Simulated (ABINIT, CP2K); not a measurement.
This is a calculation of Al for ABINIT 10.8.3 (patched build). This isn't the form of Al at room conditions, which is fcc.

The input run.abi:

```
# Pseudopotentials
pp_dirpath "./"
pseudos "Al.GGA_PBE-JTH.xml"

# Structure
acell 3*1.0
rprim
     8.4878938614     0.0000000000     0.0000000000
    -4.2439469307     7.3507322686     0.0000000000
     0.0000000000     0.0000000000     5.1449683469
ntypat 1
znucl 13
natom 2
typat 1 1
xred
     0.3333300000     0.6666700000     0.0000000000
     0.6666700000     0.3333300000     0.0000000000

# Plane-wave basis
ecut 15.0
pawecutdg 30.0
pawxcdev 0

# k points
kptopt 1
ngkpt 7 7 10
nshiftk 1
shiftk 0.0 0.0 0.0

# Exchange and correlation
ixc 11

# Bands and occupations
nband 7
occopt 3
tsmear 0.05 eV

# SCF cycle
nstep 100
tolvrs 1.0e-9

# Output
iomode 3
prtwf 0
prteig 0
prtebands 0
enunit 2
prtden 1
prtvha 1
prtvclmb 1
prtpot 1
```

Potentials or basis: JTH PAW PBE v2.0.

The run is started by

```sh
$ abinit run.abi > log 2>&1
```

**Question.** Translate it to CP2K 2026.2. Potentials or basis there: POTENTIAL_UZH Al GTH-PBE-q3; TZVP-MOLOPT-PBE-GTH basis.

**Answer.** As run (cutoffs and basis follow the program's own potentials, and thresholds, step limits or extra output files can differ):

File al_scf.inp:

```
&GLOBAL
  PROJECT al_scf
  RUN_TYPE ENERGY_FORCE
  PRINT_LEVEL LOW
&END GLOBAL
&FORCE_EVAL
  METHOD QS
  STRESS_TENSOR ANALYTICAL
  &DFT
    BASIS_SET_FILE_NAME BASIS_MOLOPT_UZH
    POTENTIAL_FILE_NAME POTENTIAL_UZH
    &MGRID
      CUTOFF 450
      REL_CUTOFF 60
      NGRIDS 4
    &END MGRID
    &QS
      METHOD GPW
      EPS_DEFAULT 1.0E-10
    &END QS
    &KPOINTS
      SCHEME MONKHORST-PACK 7 7 10
      GAMMA_CENTERED T
      SYMMETRY T
      SYMMETRY_BACKEND SPGLIB
    &END KPOINTS
    &SCF
      SCF_GUESS ATOMIC
      EPS_SCF 1.0E-6
      MAX_SCF 100
      ADDED_MOS 10
      CHOLESKY OFF
      EPS_EIGVAL 1.0E-7
      &DIAGONALIZATION ON
        ALGORITHM STANDARD
      &END DIAGONALIZATION
      &MIXING ON
        METHOD BROYDEN_MIXING
        ALPHA 0.4
        BETA 1.5
        NBUFFER 8
      &END MIXING
      &SMEAR ON
        METHOD FERMI_DIRAC
        ELECTRONIC_TEMPERATURE 580.23
      &END SMEAR
    &END SCF
    &XC
      &XC_FUNCTIONAL
        &GGA_X_PBE
        &END GGA_X_PBE
        &GGA_C_PBE
        &END GGA_C_PBE
      &END XC_FUNCTIONAL
    &END XC
    &PRINT
      &KPOINTS ON
      &END KPOINTS
      &MULLIKEN ON
      &END MULLIKEN
      &MO ON
        ENERGIES T
        OCCUPATION_NUMBERS T
        &EACH
          QS_SCF 0
        &END EACH
        ADD_LAST NUMERIC
      &END MO
      &LOWDIN ON
      &END LOWDIN
      &HIRSHFELD ON
        SHAPE_FUNCTION DENSITY
      &END HIRSHFELD
    &END PRINT
  &END DFT
  &SUBSYS
    &CELL
      A 4.4916000000 0.0000000000 0.0000000000
      B -2.2458000000 3.8898400000 0.0000000000
      C 0.0000000000 0.0000000000 2.7226000000
      PERIODIC XYZ
    &END CELL
    &COORD
      SCALED
      Al  0.3333300000 0.6666700000 0.0000000000
      Al  0.6666700000 0.3333300000 0.0000000000
    &END COORD
    &KIND Al
      BASIS_SET TZVP-MOLOPT-PBE-GTH-q3
      POTENTIAL GTH-PBE-q3
    &END KIND
    &PRINT
      &ATOMIC_COORDINATES ON
      &END ATOMIC_COORDINATES
      &CELL ON
      &END CELL
    &END PRINT
  &END SUBSYS
  &PRINT
    &FORCES ON
    &END FORCES
    &STRESS_TENSOR ON
    &END STRESS_TENSOR
  &END PRINT
&END FORCE_EVAL
```

Potentials or basis: POTENTIAL_UZH Al GTH-PBE-q3; TZVP-MOLOPT-PBE-GTH basis.

The run is started by

```sh
$ OMP_NUM_THREADS=1 cp2k.psmp -i al_scf.inp -o al_scf.out
```

Both were run:

|  | ABINIT | CP2K |
| --- | --- | --- |
| Pressure | 1.6 GPa | 1.6 GPa |

Pressure is positive in compression.
